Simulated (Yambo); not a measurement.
GaN: optical spectrum by the Bethe-Salpeter equation with PBEsol

**The experiment to reproduce.**

A printed reference work, textbook reports, for a bulk crystal of GaN at 0 K: band gap 3.299 eV (direct).

The system is GaN.

```
CELL_PARAMETERS angstrom
0.00000 2.25350 2.25350
2.25350 0.00000 2.25350
2.25350 2.25350 0.00000
ATOMIC_POSITIONS crystal
Ga 0.00000 0.00000 0.00000
N 0.25000 0.25000 0.25000
```

The cell is a database's computed one.

- Program: Yambo 5.3.0
- Task: optical spectrum by the Bethe-Salpeter equation
- Functional: PBEsol
- Potentials or basis: PseudoDojo 0.4.1 SR PBEsol standard
- Cutoff: 1143 eV
- Density cutoff: 4572 eV
- k mesh: 6 × 6 × 6
- Occupations: fixed
- Spin: no spin polarisation
- k mesh of the self-consistent run: 10 × 10 × 10
- Random integration of the Coulomb term: yes
- Direction of the field or of q to 0: x + y + z
- Broadening: 0.2 eV
- Kernel: adiabatic LDA
- Terms kept: resonant and antiresonant, uncoupled
- Solver: diagonalisation
- Correction of the levels: scissor
- Top of the energy range: 10 eV
- Energy points: 200
- Scissor shift: 0.28 eV
- Bands of the transition space (first, last): [8, 11]
- Bands in the response: 24
- Cutoff of the response matrix: 5 Ry
- Cutoff of exchange and Vxc: 20 Ry

```
Band gap on the k mesh, mean-field level : 1.71 eV, direct
Lowest exciton energy                    : 1.99 eV
Lowest bright exciton energy             : 1.99 eV
```

Dielectric function (along the field direction of the input):
```tsv
energy (eV)	real part	imaginary part
0.25	5.28	0.03
0.75	5.42	0.10
1.26	5.80	0.27
1.76	6.75	1.49
2.26	3.73	1.34
2.81	5.06	0.44
3.32	6.25	0.74
3.82	6.83	4.52
4.32	4.41	1.32
4.82	6.56	2.01
5.38	7.93	5.15
5.88	4.45	4.23
6.38	7.16	4.46
6.88	5.80	8.00
7.39	0.56	10.56
7.94	-1.84	5.01
8.44	0.13	2.48
8.94	2.26	5.17
9.45	0.63	7.23
10.00	-1.67	6.48
```

Lowest exciton energies (eV): 1.99, 1.99, 3.86, 3.86, 3.86, 3.86, 3.86, 3.86

Excitons:
| energy (eV) | strength (relative to the strongest) |
| --- | --- |
| 1.994 | 0.72 |
| 1.994 | 0.089 |
| 3.864 | 7.3e-07 |
| 3.864 | 1.2e-07 |
| 3.864 | 7e-07 |
| 3.864 | 5.2e-08 |
| 3.864 | 6.9e-08 |
| 3.864 | 3e-07 |
| 3.864 | 6.2e-09 |
| 3.864 | 2.1e-07 |
| 3.866 | 0.00028 |
| 3.866 | 0.00017 |

Wall time 34 s on 1 thread of Arm Neoverse V2, with other jobs on the host.

Measured gap of GaN: 3.299 eV (direct; 0 K; a printed reference work, textbook). This calculation gives 1.71 eV (-1.59 eV). Spin-orbit coupling on Ga is left out. The value is that of PBEsol on a finite k mesh, which can miss the band edges, without temperature or zero-point motion. Semilocal functionals fall short of measured gaps as a rule. The cell is a database's relaxed one, not the measured one, which moves gaps too.

Caveat: the LDA kernel is used on GGA states, which is inconsistent by a few percent; the scissor is the correction of the direct gap in an earlier G0W0 run on the same states; spectra need much finer meshes, so this one isn't converged.
